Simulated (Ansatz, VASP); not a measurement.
HfO2: VASP beside Ansatz

```
Hf O
1.0
     0.00000    2.57977    2.51259
     2.57977    0.00000    2.51259
     2.57977    2.57977    0.00000
Hf O
1 2
Direct
  0.00000 0.00000 0.00000
  0.25000 0.25000 0.25000
  0.75000 0.75000 0.75000
```

Change from the starting cell: epitaxial_xy strain +2.0%.

Alike in both runs: task single point; functional r2SCAN; k mesh 8 × 8 × 8; no spin polarisation.

|  | VASP | Ansatz |
| --- | --- | --- |
| version | VASP 6.6.1 | Ansatz 0.2.0 |
| potentials or method | VASP PAW PBE potentials, release 64 (Hf_pv, O) | plane waves, PAW |
| plane-wave cutoff (eV) | 520 | 500 |
| occupations | gaussian, width 0.01 eV | fixed |
| valence electrons in the cell | 22 | 38 |

```csv
,VASP,Ansatz,Ansatz less VASP
gap on the k mesh at the Fermi level (eV),3.99,4.00,+0.003
pressure (GPa),-12.0,-8.3,+3.65
largest component of the traceless stress (GPa),8.41,8.28,-0.132
```

The two sets of potentials don't hold the same shells in valence.

Caveats: the PAW data sets were made with another functional, which shifts forces and pressure a little (VASP); spin-orbit coupling is left out, which moves the levels of the heavy elements. A k mesh can miss the band edges.
